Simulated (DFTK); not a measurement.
Crystal: Li.

```xyz
1
Lattice="-1.7547 1.7547 1.7547 1.7547 -1.7547 1.7547 1.7547 1.7547 -1.7547" Properties=species:S:1:pos:R:3 pbc="T T T"
Li    0.0000    0.0000    0.0000
```

* Program: DFTK 0.8.2
* Task: single point
* Functional: PBE
* Potentials or basis: dojo.nc.sr.pbe.v0_4_1.standard.upf (PBE)
* Cutoff: 1007 eV
* k mesh: 11 × 11 × 11
* Occupations: fermi-dirac, width 0.05 eV
* Spin: no spin polarisation

On this cell: pressure -0.8 GPa; band gap on the k mesh none (metal or under the smearing width).

The same run follows on a disturbed copy (cell strained at random at fixed volume):

```
CELL_PARAMETERS angstrom
-1.73329 1.76667 1.73520
1.72839 -1.79094 1.75457
1.74318 1.80083 -1.75947
ATOMIC_POSITIONS crystal
Li 0.98842 0.00844 0.97647
```

What does the disturbed cell give?

The energy (extrapolated to zero smearing) moves by +0.2 meV/atom; pressure -0.8 GPa; band gap on the k mesh none (metal or under the smearing width).

Stress tensor (GPa, compression positive):
```
-0.79 -0.07  0.02
-0.07 -0.89  0.19
 0.02  0.19 -0.80
```
